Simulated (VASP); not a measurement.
InPd under changes of volume

One of the cells (17.321 Å³/atom); the others are scaled copies at fixed shape and fractional positions:

```
CELL_PARAMETERS angstrom
3.25987 0.00000 0.00000
0.00000 3.25987 0.00000
0.00000 0.00000 3.25987
ATOMIC_POSITIONS crystal
In 0.00000 0.00000 0.00000
Pd 0.50000 0.50000 0.50000
```

The cell comes from a database or a generator and needn't be the stable form of this composition.

* Program: VASP 6.6.1
* Functional: PBE
* Dispersion: D3(BJ)
* Potentials or basis: VASP PAW PBE potentials, release 64 (In_d, Pd)
* Cutoff: 520 eV
* k mesh: 8 × 8 × 8
* Occupations: fermi-dirac, width 0.05 eV
* Spin: no spin polarisation

```tsv
volume (Å³/atom)	energy over the lowest point (meV/atom)	pressure (GPa)
16.628	12.69	6.0
16.974	3.09	2.8
17.321	0.00	0.0
17.667	?	?
18.014	10.24	-4.7
```

What does the run at 17.667 Å³/atom give?

Energy over the lowest point 2.63 meV/atom; pressure -2.5 GPa.

Worked out: A Birch-Murnaghan fit of order 2 (a polynomial in V^(-2/3)) to the other rows has its minimum at 17.33 Å³/atom with B0 = V·E''(V) = 132 GPa. It gives 2.50 meV/atom at 17.667 Å³/atom, against the run's 2.63, and -dE/dV = -2.4 GPa, against -2.5.

Energies are extrapolated to zero smearing.

Caveats: pairwise dispersion overbinds metals, which lowers pressure and volume.
